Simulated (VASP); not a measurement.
# Cs in VASP: notebook, part 2 of 2

VASP 6.6.1. The steps go on from the part before.

**3. Work function, PBE**

File INCAR:

```
SYSTEM = Cs
PREC     = Accurate       ! precision mode
ENCUT    = 520            ! plane-wave cutoff, eV
EDIFF    = 1E-6           ! SCF threshold, eV
ISMEAR   = -1             ! smearing method
SIGMA    = 0.05           ! smearing width, eV
LREAL    = .False.        ! projectors in reciprocal space
LASPH    = .True.         ! aspherical terms in the spheres
NELM     = 80             ! most SCF steps
ALGO     = Normal         ! electronic algorithm
ISIF     = 2              ! what is computed and relaxed
LWAVE    = .False.        ! write WAVECAR
LCHARG   = .False.        ! write CHGCAR
LDIPOL   = .True.       
IDIPOL   = 3            
DIPOL    = 0.5 0.5 0.500
GGA      = PE             ! functional
EFIELD   = -0.1         
LVHAR    = .True.       
LVACPOTAV= .True.
```

File KPOINTS:

```
Automatic mesh
0
Gamma
  6 6 1
  0 0 0
```

File POSCAR:

```
Cs
1.0
    5.2351235659      0.0000000000      0.0000000000
   -1.7450411886      4.9357218317      0.0000000000
    0.0000000000      0.0000000000     23.5489209845
Cs
3
Direct
    0.5000000000      0.5000000000      0.3184859300
    0.0000000000      0.0000000000      0.5000000000
    0.5000000000      0.5000000000      0.6815140700
```

Potentials or basis: VASP PAW PBE potentials, release 64 (Cs_sv).

Launch:

```console
$ cat potpaw_PBE.64/Cs_sv/POTCAR > POTCAR
$ mpirun -np 1 vasp_std > vasp.out
```

OUTCAR:

```text
SYSTEM = Cs
   PREC = Accurate
   ENCUT = 520
   EDIFF = 1E-6
   ISMEAR = -1
   LREAL = .False.
   LASPH = .True.
   NELM = 80
   ISIF = 2
   GGA = PE

 ion  position               nearest neighbor table
   1  0.500  0.500  0.318-
   2  0.000  0.000  0.500-
   3  0.500  0.500  0.682-

  LATTYP: Found a base centered orthorhombic cell.
 ALAT       =     6.0450000000
 B/A-ratio  =     1.4142135624
 C/A-ratio  =     3.8956031405

  Lattice vectors:

 A1 = (   5.2351235659,   0.0000000000,   0.0000000000)
 A2 = (  -1.7450411886,   4.9357218317,   0.0000000000)
 A3 = (   0.0000000000,   0.0000000000,  23.5489209845)

Analysis of symmetry for initial positions (statically):
=====================================================================
 Subroutine PRICEL returns:
 Original cell was already a primitive cell.

 Routine SETGRP: Setting up the symmetry group for a
 base centered orthorhombic supercell.

 Subroutine GETGRP returns: Found  8 space group operations
 (whereof  8 operations were pure point group operations)
 out of a pool of  8 trial point group operations.

The static configuration has the point symmetry D_2h.

Analysis of symmetry for dynamics (positions and initial velocities):
=====================================================================
 An external electric field (EFIELD) may reduce the allowed symmetry operations
 Subroutine PRICEL returns:
 Original cell was already a primitive cell.

 Routine SETGRP: Setting up the symmetry group for a
 base centered orthorhombic supercell.

 Subroutine GETGRP returns: Found  4 space group operations
 (whereof  4 operations were pure point group operations)
 out of a pool of  8 trial point group operations.

The dynamic configuration has the point symmetry C_2v.

[... 101 lines left out ...]
   EMIN   =  10.00;   EMAX   =-10.00  energy-range for DOS
   EFERMI =   0.00;   METHOD = LEGACY
   ISMEAR =    -1;   SIGMA  =   0.05  broadening in eV -4-tet -1-fermi 0-gaus
   EFERMI_NEDOS =   21; number of points for ismear=-14 and -15
   IALGO  =     38    algorithm
   IMIX   =      4    mixing-type and parameters
     AMIX     =   0.40;   BMIX     =  1.00
     AMIX_MAG =   1.60;   BMIX_MAG =  1.00
  volume/ion in A,a.u.               =     202.83      1368.75
  Fermi-wavevector in a.u.,A,eV,Ry     =   0.579580  1.095247  4.570370  0.335913
  Thomas-Fermi vector in A             =   1.623344
   LORBIT       =      0    0 simple, 1 ext, 2 COOP (PROOUT), +10 PAW based schemes
   GGA     = PE    functional components
[... 5 lines left out ...]
 non-spin polarized calculation
  energy-cutoff  :      520.00
  volume of cell :      608.48
 maximum number of plane-waves:     16411
   NGX = 19   NGY = 19   NGZ = 87

 dipolmoment           0.000000      0.000000      0.000000 electrons x Angstroem

 number of electron      26.9999995 magnetization

 dipolmoment           0.000000      0.000000     -0.210637 electrons x Angstroem

 Free energy of the ion-electron system (eV)
  ---------------------------------------------------
  ext. energy  EPLUGINS =         0.00000000
  ---------------------------------------------------
  free energy    TOTEN  =        -2.36418670 eV

  energy without entropy =       -2.33111717  energy(sigma->0) =       -2.34765194

 E-fermi :  -0.5684     XC(G=0):  -3.5301

 val. band max:       -0.5723116426   @ k =   0.5000  -0.0000   0.0000
 cond. band min:      -0.4996188487   @ k =   0.3333   0.1667   0.0000
 fundamental gap:      0.0726927939
 Fermi energy:        -0.5683984806

 k-point     1 :       0.0000    0.0000    0.0000
  band No.  band energies     occupation
      1     -24.6161      2.00000
      2     -24.6047      2.00000
      3     -24.3879      2.00000
      4     -11.4568      2.00000
      5     -11.4414      2.00000
      6     -11.3630      2.00000
[... 237 lines left out ...]
      4     -11.4799      2.00000
      5     -11.4690      2.00000
      6     -11.4303      2.00000
[... 9 lines left out ...]
     16       0.0723      0.00001
     17       0.2080      0.00000

------------------------ aborting loop because EDIFF is reached ----------------------------------------

  FORCE on cell =-STRESS in cart. coord.  units (eV):
  Direction    XX          YY          ZZ          XY          YZ          ZX
  --------------------------------------------------------------------------------------
  -------------------------------------------------------------------------------------
  Total        0.1163884      0.0411666      0.1702459     -0.1063798      0.0000000      0.0000000
  in kB        0.3064586      0.1083943      0.4482688     -0.2801051      0.0000000      0.0000000
  external PRESSURE =       0.2877072 kB  Pullay stress =       0.0000000 kB

 VOLUME and BASIS-vectors are now :
 -----------------------------------------------------------------------------
  energy-cutoff  :      520.00
  volume of cell :      608.48
      direct lattice vectors                 reciprocal lattice vectors
     5.235123566  0.000000000  0.000000000     0.191017459  0.067534870  0.000000000
    -1.745041189  4.935721832  0.000000000     0.000000000  0.202604611  0.000000000
     0.000000000  0.000000000 23.548920985     0.000000000  0.000000000  0.042464791

 POSITION                                       TOTAL-FORCE (eV/Angst)
 -----------------------------------------------------------------------------------
      1.74504      2.46786      7.50000         0.000000      0.000000     -0.024270
      0.00000      0.00000     11.77446         0.000000      0.000000      0.000804
      1.74504      2.46786     16.04892        -0.000000      0.000000      0.023466
 -----------------------------------------------------------------------------------
    total drift:                               -0.000000     -0.000000     -0.000356

  FREE ENERGIE OF THE ION-ELECTRON SYSTEM (eV)
  ---------------------------------------------------
  free  energy   TOTEN  =        -2.3641867027 eV

  energy  without entropy=       -2.3311171678  energy(sigma->0) =       -2.34765194
```

stdout:

```text
POSCAR found type information on POSCAR Cs
 POSCAR found :  1 types and       3 ions
 scaLAPACK will be used
 LDA part: xc-table for (Slater+PW92), standard interpolation
 POSCAR, INCAR and KPOINTS ok, starting setup
 FFT: planning ... GRIDC
[... 27 lines left out ...]
|           W    W  A    A  R    R  N    N  II  N    N   GGGG   !!!           |
|                                                                             |
|     Did not find any points to average over, which means that no vacuum     |
|     field-free region was found. Please increase the size of  your cell     |
|     in the dimension of the dipole correction to obtain accurate            |
|     workfunction values.                                                    |
|                                                                             |
 -----------------------------------------------------------------------------
```

It took 3.2 min on 1 thread of Intel Xeon Platinum 8375C at 2.90GHz (Ice Lake), shared host; peak memory 0.59 GiB.

Results:

```
Free energy            : -2.3642 eV
Largest force          : 0.024 eV/Å
Band gap on the k mesh : none (metal or under the smearing width)
```

Forces on the atoms (eV/Å):
```
Cs   0.000  0.000 -0.024
Cs   0.000  0.000  0.001
Cs   0.000  0.000  0.023
```

Levels at points of the mesh, in eV from the Fermi level:
| k point | band 10 | band 11 | band 12 | band 13 | band 14 | band 15 | band 16 | band 17 |
| --- | --- | --- | --- | --- | --- | --- | --- | --- |
| (0.00, 0.00, 0.00) | -10.62 | -10.59 | -10.56 | -1.58 | -1.11 | -0.43 | 0.69 | 0.89 |
| (0.50, 0.00, 0.00) | -10.68 | -10.61 | -10.58 | 0.00 | 0.11 | 0.12 | 0.86 | 0.96 |
| (0.50, 0.50, 0.00) | -10.69 | -10.64 | -10.61 | 0.16 | 0.53 | 0.63 | 0.64 | 0.78 |

Spin-orbit coupling is left out, which matters for the levels of Cs.

**4. Work function, PBE**

Changes to INCAR since step 3:

```diff
@@ -17,3 +17,3 @@
 GGA      = PE             ! functional
-EFIELD   = -0.1         
+EFIELD   = 0            
 LVHAR    = .True.
```

KPOINTS is that of step 3.

POSCAR is that of step 3.

Potentials or basis: VASP PAW PBE potentials, release 64 (Cs_sv).

Launch:

```console
$ cat potpaw_PBE.64/Cs_sv/POTCAR > POTCAR
$ mpirun -np 1 vasp_std > vasp.out
```

OUTCAR:

```text
SYSTEM = Cs
   PREC = Accurate
   ENCUT = 520
   EDIFF = 1E-6
   ISMEAR = -1
   LREAL = .False.
   LASPH = .True.
   NELM = 80
   ISIF = 2
   GGA = PE

 ion  position               nearest neighbor table
   1  0.500  0.500  0.318-
   2  0.000  0.000  0.500-
   3  0.500  0.500  0.682-

  LATTYP: Found a base centered orthorhombic cell.
 ALAT       =     6.0450000000
 B/A-ratio  =     1.4142135624
 C/A-ratio  =     3.8956031405

  Lattice vectors:

 A1 = (   5.2351235659,   0.0000000000,   0.0000000000)
 A2 = (  -1.7450411886,   4.9357218317,   0.0000000000)
 A3 = (   0.0000000000,   0.0000000000,  23.5489209845)

Analysis of symmetry for initial positions (statically):
=====================================================================
 Subroutine PRICEL returns:
 Original cell was already a primitive cell.

 Routine SETGRP: Setting up the symmetry group for a
 base centered orthorhombic supercell.

 Subroutine GETGRP returns: Found  8 space group operations
 (whereof  8 operations were pure point group operations)
 out of a pool of  8 trial point group operations.

The static configuration has the point symmetry D_2h.

Analysis of symmetry for dynamics (positions and initial velocities):
=====================================================================
 Subroutine PRICEL returns:
 Original cell was already a primitive cell.

 Routine SETGRP: Setting up the symmetry group for a
 base centered orthorhombic supercell.

 Subroutine GETGRP returns: Found  8 space group operations
 (whereof  8 operations were pure point group operations)
 out of a pool of  8 trial point group operations.

The dynamic configuration has the point symmetry D_2h.

 Subroutine INISYM returns: Found  8 space group operations
 (whereof  8 operations are pure point group operations),
 and found     1 'primitive' translations

----------------------------------------------------------------------------------------

                                     Primitive cell

  volume of cell :     608.4832

  direct lattice vectors                    reciprocal lattice vectors
     5.235123566  0.000000000  0.000000000     0.191017459  0.067534870  0.000000000
    -1.745041189  4.935721832  0.000000000     0.000000000  0.202604611  0.000000000
     0.000000000  0.000000000 23.548920985     0.000000000  0.000000000  0.042464791

  length of vectors
     5.235123566  5.235123566 23.548920985     0.202604611  0.202604611  0.042464791

  position of ions in fractional coordinates (direct lattice)
     0.500000000  0.500000000  0.318485930
     0.000000000  0.000000000  0.500000000
     0.500000000  0.500000000  0.681514070

  ion indices of the primitive-cell ions
   primitive index   ion index
                 1           1
                 2           2
                 3           3

----------------------------------------------------------------------------------------

 KPOINTS: Automatic mesh

Automatic generation of k-mesh.
 Grid dimensions read from file:
 generate k-points for:    6    6    1

 Generating k-lattice:

  Cartesian coordinates                     Fractional coordinates (reciprocal lattice)
     0.031836243  0.011255812  0.000000000     0.166666667  0.000000000  0.000000000
     0.000000000  0.033767435  0.000000000     0.000000000  0.166666667  0.000000000
     0.000000000  0.000000000  0.042464791     0.000000000  0.000000000  1.000000000

  Length of vectors
     0.033767435  0.033767435  0.042464791

  Shift w.r.t. Gamma in fractional coordinates (k-lattice)
     0.000000000  0.000000000  0.000000000

 Subroutine IBZKPT returns following result:
 ===========================================

 Found     13 irreducible k-points:

 Following reciprocal coordinates:
            Coordinates               Weight
  0.000000  0.000000  0.000000      1.000000
  0.166667  0.000000  0.000000      4.000000
  0.333333 -0.000000  0.000000      4.000000
  0.500000 -0.000000  0.000000      2.000000
  0.166667  0.166667  0.000000      2.000000
  0.333333  0.166667  0.000000      4.000000
  0.500000  0.166667  0.000000      4.000000
 -0.333333  0.166667  0.000000      4.000000
 -0.166667  0.166667  0.000000      2.000000
  0.333333  0.333333  0.000000      2.000000
  0.500000  0.333333  0.000000      4.000000
 -0.333333  0.333333  0.000000      2.000000
  0.500000  0.500000  0.000000      1.000000
   k-points           NKPTS =     13   k-points in BZ     NKDIM =     13   number of bands    NBANDS=     17
   number of dos      NEDOS =    301   number of ions     NIONS =      3
   total plane-waves  NPLWV = 288000
   dimension x,y,z NGX =    40 NGY =   40 NGZ =  180
   dimension x,y,z NGXF=    80 NGYF=   80 NGZF=  360
   ions per type =               3
   NGX,Y,Z   is equivalent  to a cutoff of  12.70, 12.70, 12.71 a.u.
   NGXF,Y,Z  is equivalent  to a cutoff of  25.40, 25.40, 25.41 a.u.
 SYSTEM =  Cs
   PREC   = accura    normal or accurate (medium, high low for compatibility)
   ISTART =      0    job   : 0-new  1-cont  2-samecut
   ICHARG =      2    charge: 1-file 2-atom 10-const
   ISPIN  =      1    spin polarized calculation?
   LNONCOLLINEAR =      F non collinear calculations
   LSORBIT =      F    spin-orbit coupling
   LASPH  =      T    aspherical Exc in radial PAW
   ENCUT  =  520.0 eV  38.22 Ry    6.18 a.u.   9.73  9.73 43.79*2*pi/ulx,y,z
   NELM   =     80;   NELMIN=  2; NELMDL= -5     # of ELM steps
   EDIFF  = 0.1E-05   stopping-criterion for ELM
   LREAL  =      F    real-space projection
   EDIFFG = 0.1E-04   stopping-criterion for IOM
   NSW    =      0    number of steps for IOM
   IBRION =     -1    ionic relax: 0-MD 1-quasi-New 2-CG
   NFREE  =      0    steps in history (QN), initial steepest desc. (CG)
   ISIF   =      2    stress and relaxation
   ISYM   =      2    0-nonsym 1-usesym 2-fastsym
   POTIM  = 0.5000    time-step for ionic-motion
   TEBEG  =    0.0;   TEEND  =   0.0 temperature during run
   PSTRESS=    0.0 pullay stress
   NELECT =      27.0000    total number of electrons
   NUPDOWN=      -1.0000    fix difference up-down
   EMIN   =  10.00;   EMAX   =-10.00  energy-range for DOS
   EFERMI =   0.00;   METHOD = LEGACY
   ISMEAR =    -1;   SIGMA  =   0.05  broadening in eV -4-tet -1-fermi 0-gaus
   EFERMI_NEDOS =   21; number of points for ismear=-14 and -15
   IALGO  =     38    algorithm
   IMIX   =      4    mixing-type and parameters
     AMIX     =   0.40;   BMIX     =  1.00
     AMIX_MAG =   1.60;   BMIX_MAG =  1.00
  volume/ion in A,a.u.               =     202.83      1368.75
  Fermi-wavevector in a.u.,A,eV,Ry     =   0.579580  1.095247  4.570370  0.335913
  Thomas-Fermi vector in A             =   1.623344
   LORBIT       =      0    0 simple, 1 ext, 2 COOP (PROOUT), +10 PAW based schemes
   GGA     = PE    functional components
[... 5 lines left out ...]
 non-spin polarized calculation
  energy-cutoff  :      520.00
  volume of cell :      608.48
 maximum number of plane-waves:     16411
   NGX = 19   NGY = 19   NGZ = 87

 number of electron      26.9999995 magnetization

 dipolmoment           0.000000      0.000000      0.000000 electrons x Angstroem

 Free energy of the ion-electron system (eV)
  ---------------------------------------------------
  ext. energy  EPLUGINS =         0.00000000
  ---------------------------------------------------
  free energy    TOTEN  =        -2.35366704 eV

  energy without entropy =       -2.32059176  energy(sigma->0) =       -2.33712940

 E-fermi :  -0.5641     XC(G=0):  -3.5286

 val. band max:       -0.5678674769   @ k =   0.5000  -0.0000   0.0000
 cond. band min:      -0.4954449064   @ k =   0.3333   0.1667   0.0000
 fundamental gap:      0.0724225705
 Fermi energy:        -0.5640917636

 k-point     1 :       0.0000    0.0000    0.0000
  band No.  band energies     occupation
      1     -24.6059      2.00000
      2     -24.6059      2.00000
      3     -24.3836      2.00000
      4     -11.4504      2.00000
      5     -11.4393      2.00000
      6     -11.3539      2.00000
[... 9 lines left out ...]
     16       0.1638      0.00000
     17       0.2934      0.00000
[... 223 lines left out ...]
      1     -24.5987      2.00000
      2     -24.5987      2.00000
      3     -24.3764      2.00000
      4     -11.4705      2.00000
      5     -11.4694      2.00000
      6     -11.4227      2.00000
[... 9 lines left out ...]
     16       0.0764      0.00001
     17       0.2124      0.00000

------------------------ aborting loop because EDIFF is reached ----------------------------------------

  FORCE on cell =-STRESS in cart. coord.  units (eV):
  Direction    XX          YY          ZZ          XY          YZ          ZX
  --------------------------------------------------------------------------------------
  -------------------------------------------------------------------------------------
  Total        0.1131051      0.0378162      0.1791049     -0.1064747      0.0000000      0.0000000
  in kB        0.2978134      0.0995725      0.4715953     -0.2803550      0.0000000      0.0000000
  external PRESSURE =       0.2896604 kB  Pullay stress =       0.0000000 kB

 VOLUME and BASIS-vectors are now :
 -----------------------------------------------------------------------------
  energy-cutoff  :      520.00
  volume of cell :      608.48
      direct lattice vectors                 reciprocal lattice vectors
     5.235123566  0.000000000  0.000000000     0.191017459  0.067534870  0.000000000
    -1.745041189  4.935721832  0.000000000     0.000000000  0.202604611  0.000000000
     0.000000000  0.000000000 23.548920985     0.000000000  0.000000000  0.042464791

 POSITION                                       TOTAL-FORCE (eV/Angst)
 -----------------------------------------------------------------------------------
      1.74504      2.46786      7.50000        -0.000000     -0.000000     -0.023277
      0.00000      0.00000     11.77446         0.000000      0.000000      0.000000
      1.74504      2.46786     16.04892         0.000000      0.000000      0.023277
 -----------------------------------------------------------------------------------
    total drift:                               -0.000000      0.000000      0.000000

  FREE ENERGIE OF THE ION-ELECTRON SYSTEM (eV)
  ---------------------------------------------------
  free  energy   TOTEN  =        -2.3536670370 eV

  energy  without entropy=       -2.3205917575  energy(sigma->0) =       -2.33712940

 vacuum level on the upper side and lower side of the slab         1.472         1.472
```

Wall time 4.8 min (1 thread of Intel Xeon Platinum 8375C at 2.90GHz (Ice Lake), shared host); peak memory 0.6 GiB.

Results:

```
Free energy                     : -2.3537 eV
Largest force                   : 0.023 eV/Å
Band gap on the k mesh          : none (metal or under the smearing width)
Work function of the upper face : 2.04 eV
Work function of the lower face : 2.04 eV
```

Forces in eV/Å, atoms in the order of the input:
```
Cs   0.000  0.000 -0.023
Cs   0.000  0.000  0.000
Cs   0.000  0.000  0.023
```
